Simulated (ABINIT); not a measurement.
Here is an ABINIT 10.8.3 (patched build) calculation.

File run.abi:

```
# Pseudopotentials
pp_dirpath "./"
pseudos "Te.GGA_PBE-JTH.xml, Ti.GGA_PBE-JTH.xml"

# Structure
acell 7.1374955727 7.1374955727 12.2794403578
rprim
     1.0000000000     0.0000000000     0.0000000000
    -0.5000000000     0.8660254038     0.0000000000
     0.0000000000     0.0000000000     1.0000000000
ntypat 2
znucl 52 22
natom 3
typat 1 1 2
xred
     0.3333333333     0.6666666667     0.7372000000
     0.6666666667     0.3333333333     0.2628000000
     0.0000000000     0.0000000000     0.0000000000

# Plane-wave basis
ecut 15.0
pawecutdg 30.0

# k points
kptopt 1
ngkpt 5 5 2
nshiftk 1
shiftk 0.0 0.0 0.0

# Exchange and correlation
ixc 11

# Bands and occupations
nband 16
occopt 3
tsmear 0.00183747

# SCF cycle
nstep 100
tolvrs 1.0e-9

# Output
iomode 3
prtwf 0
prtden 0
prteig 0
prtebands 0
```

Potentials or basis: JTH PAW PBE v2.0.

Command:

```sh
$ abinit run.abi > log 2>&1
```

**Question.** Estimate the pressure.

**Answer.** 1.2 GPa.

**Question.** What does it give for the band gap on the k mesh?

**Answer.** None (metal or under the smearing width).

**Question.** Predict the largest force.

**Answer.** 0.022 eV/Å.

Stress tensor (GPa, compression positive):
```
1.27 0.00 0.00
0.00 1.27 0.00
0.00 0.00 1.19
```

Caveat: the k mesh is coarse (spacing up to 0.48 Å⁻¹), so the values aren't converged; this functional lacks dispersion, which binds the layers, so the pressure and a relaxed spacing across them are unreliable. Spin-orbit coupling is left out, which matters for the levels of Te.
